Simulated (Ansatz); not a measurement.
Ba: two-dimensional strain map

Method: DFT PBE, scalar-relativistic, plane waves, PAW (Ansatz). Settings: plane waves to 420 eV, k-mesh 14×14×14 (Γ-centred), Gaussian smearing 0.15 eV. No spin polarisation. Energies are free energies at this smearing, counted from the undisturbed cell; pressure is positive in compression.

Reference structure (as given, not relaxed at this level; it stands at -0.4 GPa; this fcc form isn't the usual structure):

```
Ba
1.0
     0.00000    3.23267    3.23267
     3.23267    0.00000    3.23267
     3.23267    3.23267    0.00000
Ba
1
Direct
  0.00000 0.00000 0.00000
```

The cell is strained by p along both x and y and by q along z, fractional coordinates fixed. Points are written (p, q).

Energy above the undisturbed cell in meV/atom (a dash: not computed):

| p \ q | -0.050 | 0.000 | 0.050 |
| --- | --- | --- | --- |
| -0.050 | 12.5 | ? | 0.9 |
| 0.000 | -4.2 | 0.0 | 12.9 |
| 0.050 | ? | 31.5 | – |

(1) Fill in the withheld energies.

Results:

(1) (-0.050, 0.000): 0.7; (0.050, -0.050): 11.3.